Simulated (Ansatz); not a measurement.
BN: stiffness from a series of strains

```
CELL_PARAMETERS angstrom
0.00000 1.80750 1.80750
1.80750 0.00000 1.80750
1.80750 1.80750 0.00000
ATOMIC_POSITIONS crystal
B 0.00000 0.00000 0.00000
N 0.75000 0.75000 0.75000
```

Atoms are numbered in the order listed.

The cell is COD entry 9008834, as deposited and not checked against the literature; nothing was relaxed.

These are results of DFT, PBE, all-electron LAPW, scalar-relativistic in Ansatz 0.2.0, not measurements.

Numerical set-up: a Γ-centred 13×13×13 k mesh, Fermi–Dirac smearing of 0.03 eV, basis error target 1 meV/atom, no spin polarisation.

The strain is applied along the Cartesian axes of the cell as listed (the other components stay zero). Fractional coordinates are held (clamped ions).

σ is the change of stress from the unstrained cell, which is at 3.03 GPa; tension is positive, so slopes are stress–strain coefficients at that pressure.

Only quantities that a quadratic follows smoothly over the whole series are listed; rougher ones are left out.

```csv
εzz,σzz (GPa),σxx (GPa)
-0.0300,-24.61,-6.16
-0.0100,-8.02,-1.87
0.0000,0.00,0.00
0.0100,7.85,1.69
0.0200,15.52,3.22
0.0300,23.01,4.59
```

Fit the series and read off the stiffness at zero strain.

Least-squares fits y = p0 + p1 x + p2 x² to the rows give σzz (GPa): p1 = 794, p2 = -890; σxx (GPa): p1 = 179, p2 = -870. So C11 = 794 GPa and C12 = 179 GPa, which gives B = (C11 + 2 C12)/3 = 384 GPa.

One run, at εzz = -0.0200, is withheld. Predict its row.

The fits give -16.23, -3.93; the run gave -16.23, -3.92.
